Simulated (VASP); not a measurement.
# Hf (Im-3m) in VASP: further runs, part 2 of 2

VASP 6.6.1. Earlier steps stand in the parts before.

## 3. Relaxation of cell and atoms, PBEsol

File INCAR:

```
SYSTEM = Hf
ALGO = Normal
EDIFF = 1E-6
EDIFFG = -0.005
ENCUT = 600
GGA = PS
IBRION = 2
ISIF = 3
ISMEAR = 0
LASPH = .TRUE.
LCHARG = .FALSE.
LREAL = .FALSE.
LWAVE = .FALSE.
NELM = 100
NSW = 100
PREC = Accurate
SIGMA = 0.1
```

File KPOINTS:

```
k-points
0
G
  16 16 16
  0 0 0
```

File POSCAR:

```
Hf
1.0
   -1.7464154676      1.7464154676      1.7464154676
    1.7464154676     -1.7464154676      1.7464154676
    1.7464154676      1.7464154676     -1.7464154676
Hf
1
Direct
    0.0000000000      0.0000000000      0.0000000000
```

Potentials or basis: VASP PAW PBE potentials, release 64 (Hf_pv).

The run is started by

```console
> cat potpaw_PBE.64/Hf_pv/POTCAR > POTCAR
> mpirun -np 1 vasp_std > vasp.out
```

OUTCAR:

```text
SYSTEM = Hf
   EDIFF = 1E-6
   EDIFFG = -0.005
   ENCUT = 600
   GGA = PS
   IBRION = 2
   ISIF = 3
   ISMEAR = 0
   LASPH = .TRUE.
   LREAL = .FALSE.
   NELM = 100
   NSW = 100
   PREC = Accurate

 ion  position               nearest neighbor table
   1  0.000  0.000  0.000-

  LATTYP: Found a body centered cubic cell.
 ALAT       =     3.4928309352

  Lattice vectors:

 A1 = (  -1.7464154676,   1.7464154676,   1.7464154676)
 A2 = (   1.7464154676,  -1.7464154676,   1.7464154676)
 A3 = (   1.7464154676,   1.7464154676,  -1.7464154676)

Analysis of symmetry for initial positions (statically):
=====================================================================
 Subroutine PRICEL returns:
[... 258 lines left out ...]
 fundamental gap:      0.0054397811
 Fermi energy:         4.7753147677

 k-point     1 :       0.0000    0.0000    0.0000
  band No.  band energies     occupation
      1     -24.7971      2.00000
      2     -24.7971      2.00000
      3     -24.7971      2.00000
      4      -2.4369      2.00000
      5       6.3253      0.00000
      6       6.3253      0.00000
      7       6.3253      0.00000
      8       9.2768      0.00000
      9       9.2768      0.00000
[... 265 lines left out ...]
 k-point    24 :       0.2500    0.1875    0.0000
  band No.  band energies     occupation
      1     -25.5701      2.00000
      2     -25.1158      2.00000
      3     -24.8816      2.00000
      4       1.5742      2.00000
      5       4.2577      2.00000
      6       4.8010      0.71693
      7       8.6621      0.00000
      8      10.0795      0.00000
      9      11.6198      0.00000

 [... further k-points ...]

------------------------ aborting loop because EDIFF is reached ----------------------------------------

  FORCE on cell =-STRESS in cart. coord.  units (eV):
  Direction    XX          YY          ZZ          XY          YZ          ZX
  --------------------------------------------------------------------------------------
  -------------------------------------------------------------------------------------
  Total        0.0001905      0.0001905      0.0001905      0.0000000      0.0000000     -0.0000000
  in kB        0.0143850      0.0143850      0.0143850      0.0000000      0.0000000     -0.0000000
  external PRESSURE =       0.0143850 kB  Pullay stress =       0.0000000 kB
[... 16 lines left out ...]
  FREE ENERGIE OF THE ION-ELECTRON SYSTEM (eV)
  ---------------------------------------------------
  free  energy   TOTEN  =       -10.3402116920 eV

  energy  without entropy=      -10.3329447517  energy(sigma->0) =      -10.33657822

 reached required accuracy - stopping structural energy minimisation
```

OSZICAR:

```text
N       E                     dE             d eps       ncg     rms          rms(c)
DAV:   1     0.718610787515E+01    0.71861E+01   -0.64949E+03  2610   0.115E+03
DAV:   2    -0.103933259370E+02   -0.17579E+02   -0.17151E+02  3952   0.139E+02
DAV:   3    -0.106824288688E+02   -0.28910E+00   -0.27912E+00  3010   0.127E+01
[... 18 lines left out ...]
DAV:   2    -0.103404193382E+02    0.68692E-03   -0.91980E-04  2626   0.292E-01    0.101E-01
DAV:   3    -0.103402151415E+02    0.20420E-03   -0.64852E-04  2656   0.215E-01    0.528E-02
DAV:   4    -0.103402136771E+02    0.14644E-05   -0.54630E-06  2989   0.254E-02    0.356E-02
DAV:   5    -0.103402117267E+02    0.19503E-05   -0.24447E-06  2881   0.968E-03    0.386E-03
DAV:   6    -0.103402116920E+02    0.34692E-07   -0.48057E-08  1336   0.183E-03
   3 F= -.10340212E+02 E0= -.10336578E+02  d E =-.129415E-03
```

Run time: 32 s. Hardware: 1 thread of AMD EPYC 7R13 (Zen 3), shared host; peak memory 0.14 GiB.

Results:

* Free energy: -10.3402 eV
* Relaxed volume: 21.22 Å³/atom
* Relaxed cell: a = 3.021 Å, b = 3.021 Å, c = 3.021 Å, α = 109.47°, β = 109.47°, γ = 109.47°
* Space group after relaxing (to 0.05 Å): Im-3m (No. 229)
* Energy gained by relaxing: 0.1 meV/atom
* Ionic steps: 3
* Pressure after relaxing: 0.0 GPa
* Band gap on the k mesh: none (metal or under the smearing width)

The path:
| step | energy change (eV) | largest force (eV/Å) | pressure (GPa) | volume (Å³) |
| --- | --- | --- | --- | --- |
| 1 | 0.0000 | 0.0000 | -0.45 | 21.31 |
| 2 | 0.0000 | 0.0000 | 0.48 | 21.12 |
| 3 | -0.0001 | 0.0000 | 0.00 | 21.22 |

Final structure:
```
Hf
1.0
    -1.74394    1.74394    1.74394
     1.74394   -1.74394    1.74394
     1.74394    1.74394   -1.74394
Hf
1
Direct
  0.00000 0.00000 0.00000
```

Levels at points of the mesh, in eV from the Fermi level:
```tsv
k point	band 2	band 3	band 4	band 5	band 6	band 7	band 8	band 9
(0.00, 0.00, 0.00)	-29.57	-29.57	-7.21	1.55	1.55	1.55	4.50	4.50
(0.50, 0.00, 0.00)	-29.89	-29.58	-3.55	-0.60	1.31	4.35	5.42	8.10
(0.50, 0.50, 0.50)	-30.26	-30.26	-2.80	-2.80	7.19	7.19	7.19	7.66
```

Caveat: the PAW data sets were made with another functional, which shifts forces and pressure a little. The run has no spin-orbit coupling, so splittings on Hf are missing.

## 4. Single point, PBEsol

This run uses another cell than the first one, of 23.52 Å³/atom, 1.106 times its volume.

File INCAR:

```
SYSTEM = Hf
PREC = Accurate
ENCUT = 520
EDIFF = 1E-6
ISMEAR = 0
SIGMA = 0.1
LREAL = .FALSE.
LASPH = .TRUE.
NELM = 100
ALGO = Normal
ISIF = 2
LWAVE = .FALSE.
LCHARG = .TRUE.
GGA = PS
LELF = .TRUE.
LVHAR = .TRUE.
NBANDS = 11
```

File KPOINTS:

```
regular mesh
0
G
  8 8 8
  0 0 0
```

File POSCAR:

```
Hf
1.0
   -1.8050000000      1.8050000000      1.8050000000
    1.8050000000     -1.8050000000      1.8050000000
    1.8050000000      1.8050000000     -1.8050000000
Hf
1
Direct
    0.0000000000      0.0000000000      0.0000000000
```

The run is started by

```console
> cat potpaw_PBE.64/Hf_pv/POTCAR > POTCAR
> mpirun -np 1 vasp_std > vasp.out
```

It took 5.8 s on 1 thread of AMD EPYC 7R13 (Zen 3), shared host; peak memory 0.11 GiB.

It converged, with:

| Item | Value |
| --- | --- |
| Free energy | -10.2722 eV |
| Pressure | -9.7 GPa |
| Band gap on the k mesh | none (metal or under the smearing width) |

Levels at points of the mesh, in eV from the Fermi level:
```
           k point  band 3  band 4  band 5  band 6  band 7  band 8
(0.00, 0.00, 0.00)  -29.98   -6.88    1.47    1.47    1.47    4.12
(0.50, 0.00, 0.00)  -29.98   -3.23   -0.43    0.92    3.91    4.87
(0.50, 0.50, 0.50)  -30.47   -2.36   -2.36    6.41    6.41    6.41
```

Caveat: the PAW data sets were made with another functional, which shifts forces and pressure a little. Spin-orbit coupling is left out, which matters for the levels of Hf.

## 5. The runs side by side

| task | cell | k mesh | cutoff (eV) | gap on the mesh (eV) | pressure (GPa) |
| --- | --- | --- | --- | --- | --- |
| single point | Im-3m, 21.27 Å³/atom | 16 × 16 × 16 | 520 | none | -0.3 |
| relaxation of cell and atoms | relaxed | 16 × 16 × 16 | 600 | none | 0.0 |
| single point | Im-3m, 23.52 Å³/atom | 8 × 8 × 8 | 520 | none | -9.7 |

Alike in all rows: level PBEsol; potentials or basis VASP PAW PBE potentials, release 64 (Hf_pv); no spin polarisation; smearing gaussian 0.1 eV.

Caveats: the PAW data sets were made with another functional, which shifts forces and pressure a little.

Total energies depend on the potentials used, so only differences within one code and one set of settings carry meaning.
